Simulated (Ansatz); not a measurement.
Runs of Ansatz 0.2.0 on SiO2. Symmetry: I4_122, No. 98, tetragonal system. The conventional cell has a = 5.676 Å, b = 5.676 Å, c = 11.320 Å, α = 90.00°, β = 90.00°, γ = 90.00°. Around Si (site symmetry 2) lie 4 O at 1.63 to 1.64 Å. O (site symmetry 2) has 2 Si at 1.63 Å as nearest neighbours. Around O (site symmetry 2) lie 2 Si at 1.64 Å. The cell comes from a database or a generator and needn't be the stable form of this composition.

```csv
task,level,cell,k mesh,cutoff (eV),gap on the mesh (eV),pressure (GPa),relaxed volume (Å³/atom),largest force (eV/Å)
single point,PBE,as given,7 × 7 × 7,500,4.84,0.0,-,0.01
relaxation of cell and atoms,RPBE+D3(BJ),relaxed,7 × 7 × 7,420,(b),0.0,14.62,-
relaxation of cell and atoms,PBE,relaxed,7 × 7 × 7,420,4.84,0.0,15.20,-
single point,PBE,as given,9 × 9 × 9,420,4.84,-0.1,-,0.01
relaxation of cell and atoms,r2SCAN+rVV10,relaxed,7 × 7 × 7,500,(a),0.0,14.59,0.01
```

Alike in all rows: potentials or basis Ansatz PAW; no spin polarisation; smearing fermi-dirac 0.05 eV.

Question: Estimate the missing entries.

Answer: (a) 5.44; (b) 5.01.

Caveats: odd divisions of the mesh miss points on the zone boundary, where band edges often lie, so the gap on the mesh can be too wide; the plane-wave basis is chosen anew once the cell has moved, so the energies of steps on either side of that aren't comparable (some runs); the PAW data sets come from PBE, with cores solved anew for the run's functional, which leaves a small shift of forces and pressure (some runs).

A k mesh can miss the band edges.
